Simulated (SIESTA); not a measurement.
Pd under changes of volume

One of the cells (15.842 Å³/atom); the others are scaled copies at fixed shape and fractional positions:

```
CELL_PARAMETERS angstrom
2.80210 0.00000 0.00000
-1.40105 2.42669 0.00000
0.00000 0.00000 4.65955
ATOMIC_POSITIONS crystal
Pd 0.33333 0.66667 0.25000
Pd 0.66667 0.33333 0.75000
```

This isn't the form of Pd at room conditions, which is fcc.

- Program: SIESTA 5.4.2
- Functional: PBEsol
- Potentials or basis: PseudoDojo 0.4 standard (PBEsol files)
- Basis: DZP (energy shift 0.003 Ry; two zetas on semicore shells)
- Grid cutoff: 800 Ry
- Energy shift: 0.003 Ry
- k mesh: 11 × 11 × 6
- Occupations: fermi-dirac, width 0.05 eV
- Spin: no spin polarisation

```csv
volume (Å³/atom),energy over the lowest point (meV/atom),pressure (GPa)
14.600,0.00,0.7
14.910,2.82,-3.1
15.221,?,?
15.842,48.73,-11.6
16.153,73.65,-13.8
16.463,102.38,-15.5
```

Question: What does the run at 15.221 Å³/atom give?

Answer: Energy over the lowest point 12.45 meV/atom; pressure -6.4 GPa.

Worked out: A Birch-Murnaghan fit of order 3 (a polynomial in V^(-2/3)) to the other rows has its minimum at 14.64 Å³/atom with B0 = V·E''(V) = 188 GPa and B' = 5.9 at fixed shape and positions, which overstates the stiffness. It gives 12.51 meV/atom at 15.221 Å³/atom, against the run's 12.45, and -dE/dV = -6.6 GPa, against -6.4.

Energies are extrapolated to zero smearing.

Caveats: the basis of atomic orbitals isn't converged, which shifts pressures, moduli and gaps.
